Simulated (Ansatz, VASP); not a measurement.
## AlN: VASP beside Ansatz

```
Al N
1.0
     3.11798    0.00000    0.00000
    -1.55899    2.70025    0.00000
     0.00000    0.00000    5.05114
Al N
2 2
Direct
  0.33333 0.66667 0.00000
  0.66667 0.33333 0.50000
  0.33333 0.66667 0.37800
  0.66667 0.33333 0.87800
```

The cell was built by a generator and isn't the measured one.

Alike in both runs: task relaxation of cell and atoms; functional LDA; k mesh 9 × 9 × 6; occupations gaussian, width 0.02 eV; no spin polarisation.

|  | VASP | Ansatz |
| --- | --- | --- |
| version | VASP 6.6.1 | Ansatz 0.2.0 |
| potentials or method | VASP PAW LDA potentials, release 64 (Al, N) | scalar-relativistic, plane waves, PAW |
| plane-wave cutoff (eV) | 600 | 420 |
| valence electrons in the cell | 16 | 16 |

```csv
,VASP,Ansatz,Ansatz less VASP
"gap on the k mesh at the Fermi level, each at its own relaxed structure (eV)",4.40,4.42,+0.013
relaxed volume (Å³/atom),10.24,10.21,-0.025
relaxed cell length with the largest relative difference (Å),4.948,4.943,-0.0049
energy change over the relaxation (meV/atom),-10,-11,-1.2
```

Caveats: an odd mesh through Γ misses points on the zone boundary, where band edges often lie. LDA gaps usually lie below the measured ones, often by a third to a half.
